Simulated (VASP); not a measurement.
Set up this calculation in VASP 6.6.1, as the native input.

* Task: relaxation of cell and atoms
* Functional: r2SCAN
* Potentials or basis: VASP PAW PBE potentials, release 64 (Sb)
* Cutoff: 600 eV
* k mesh: 10 × 10 × 10
* Occupations: gaussian, width 0.05 eV
* Spin: no spin polarisation
* Further INCAR settings: ALGO = Normal; EDIFF = 1e-06; IBRION = 2; EDIFFG = -0.005; NSW = 60; ISIF = 3

The structure of Sb lies in POSCAR:

```
Sb
1.0
   -1.8713408863      1.8713408863      1.8713408863
    1.8713408863     -1.8713408863      1.8713408863
    1.8713408863      1.8713408863     -1.8713408863
Sb
1
Direct
    0.0000000000      0.0000000000      0.0000000000
```

This isn't the form of Sb at room conditions, which is rhombohedral.

One way to write it, as run:

INCAR

```
PREC     = Accurate       # precision mode
ENCUT    = 600            # plane-wave cutoff, eV
EDIFF    = 1E-6           # SCF threshold, eV
ISMEAR   = 0              # smearing method
SIGMA    = 0.05           # smearing width, eV
LREAL    = F              # projectors in reciprocal space
LASPH    = T              # aspherical terms in the spheres
NELM     = 100            # most SCF steps
ALGO     = Normal         # electronic algorithm
ISIF     = 3              # what is computed and relaxed
LWAVE    = F              # write WAVECAR
LCHARG   = F              # write CHGCAR
METAGGA  = R2SCAN         # meta-GGA
LMIXTAU  = T            
IBRION   = 2              # ionic algorithm
NSW      = 60             # ionic steps
EDIFFG   = -0.005         # ionic threshold
```

KPOINTS

```
regular mesh
0
Gamma
  10 10 10
```

Potentials or basis: VASP PAW PBE potentials, release 64 (Sb).

The run is started by

```bash
$ cat potpaw_PBE.64/Sb/POTCAR > POTCAR
$ mpirun -np 1 vasp_std > vasp.out
```

It gave:

| Item | Value |
| --- | --- |
| Relaxed volume | 27.18 Å³/atom |
| Relaxed cell | a = 3.281 Å, b = 3.281 Å, c = 3.281 Å, α = 109.47°, β = 109.47°, γ = 109.47° |
| Space group after relaxing (to 0.05 Å) | Im-3m (No. 229) |
| Energy gained by relaxing | 7.1 meV/atom |
| Ionic steps | 3 |
| Pressure after relaxing | 0.0 GPa |
| Band gap on the k mesh | none (metal or under the smearing width) |

Caveat: the PAW data sets were made with another functional, which shifts forces and pressure a little.

Wall time 74 s on 1 thread of AMD EPYC 9R45 96-Core Processor (Zen 5), on a shared host, peak memory 0.14 GiB.
